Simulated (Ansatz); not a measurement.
A 4-atom cell of MgTe (P6_3mc) from a materials database, relaxed with r2SCAN. The symmetry is P6_3mc (No. 186, hexagonal); conventional cell a = 4.578 Å, c = 7.455 Å, 33.82 Å³ an atom. Around Mg lie 4 Te at 2.80 Å; around Te lie 4 Mg at 2.80 Å.

```
Mg Te
1.0
     4.57773    0.00000    0.00000
    -2.28887    3.96443    0.00000
     0.00000    0.00000    7.45483
Mg Te
2 2
Direct
  0.33333 0.66667 0.99689
  0.66667 0.33333 0.49689
  0.33333 0.66667 0.37311
  0.66667 0.33333 0.87311
```

5 runs of Ansatz on this cell differ in the functional (and in the settings that go with it). Levels are in eV from each run's valence top; v1 is the last filled band, c1 the first empty one.

Run A, mean stress -0.1 GPa (compression positive):
```tsv
point	v4	v3	v2	v1	c1	c2
Γ	-0.52	0.00	0.00	0.00	3.32	3.81
M	-2.10	-1.32	-1.05	-0.48	3.95	4.72
K	-2.51	-1.50	-1.50	-1.46	4.29	6.69
A	-0.28	-0.28	-0.28	-0.28	4.32	4.32
L	-0.95	-0.95	-0.94	-0.94	4.01	4.01
H	-2.06	-2.06	-0.67	-0.67	4.73	4.73
```

Run B, mean stress -1.6 GPa (compression positive):
```tsv
point	v4	v3	v2	v1	c1	c2
Γ	-0.48	0.00	0.00	0.00	2.22	2.83
M	-1.96	-1.21	-1.00	-0.44	3.06	3.75
K	-2.35	-1.40	-1.40	-1.36	3.43	5.58
A	-0.25	-0.25	-0.25	-0.25	3.29	3.29
L	-0.89	-0.89	-0.87	-0.87	3.09	3.09
H	-1.93	-1.93	-0.62	-0.62	3.78	3.78
```

Run C, mean stress -0.4 GPa (compression positive):
```tsv
point	v4	v3	v2	v1	c1	c2
Γ	-0.54	-0.01	0.00	0.00	4.36	4.85
M	-2.16	-1.36	-1.07	-0.49	4.89	5.70
K	-2.61	-1.54	-1.54	-1.52	5.16	7.81
A	-0.28	-0.28	-0.28	-0.28	5.37	5.37
L	-0.98	-0.98	-0.97	-0.97	4.96	4.96
H	-2.14	-2.14	-0.69	-0.69	5.76	5.76
```

Run D, mean stress -0.1 GPa (compression positive):
```tsv
point	v4	v3	v2	v1	c1	c2
Γ	-0.54	-0.01	0.00	0.00	3.96	4.48
M	-2.15	-1.35	-1.07	-0.49	4.62	5.39
K	-2.58	-1.54	-1.54	-1.50	4.96	7.42
A	-0.28	-0.28	-0.28	-0.28	5.00	5.00
L	-0.97	-0.97	-0.96	-0.96	4.68	4.68
H	-2.12	-2.12	-0.69	-0.69	5.42	5.42
```

Run E, mean stress +0.7 GPa (compression positive):
```tsv
point	v4	v3	v2	v1	c1	c2
Γ	-0.48	0.00	0.00	0.00	2.46	2.99
M	-1.94	-1.21	-0.98	-0.44	3.19	3.88
K	-2.32	-1.39	-1.39	-1.35	3.56	5.69
A	-0.25	-0.25	-0.25	-0.25	3.46	3.46
L	-0.88	-0.88	-0.86	-0.86	3.24	3.24
H	-1.91	-1.91	-0.62	-0.62	3.90	3.90
```

Problem. Match the runs to LDA, PBE, HSE06, PBE0, r2SCAN0.

Solution. A is HSE06, B is LDA, C is r2SCAN0, D is PBE0, E is PBE. In order of the gap: LDA 2.22, PBE 2.46, HSE06 3.32, PBE0 3.96, r2SCAN0 4.36 eV.

The values are computed, spin-unpolarised, and not measurements.

No spin-orbit coupling is included; it can move band edges with weight on the heavy atoms by tenths of an eV.

The stress of a hybrid is loosely converged in these runs.

The meshes of the hybrids are coarse, so their gaps aren't converged to the digits shown.
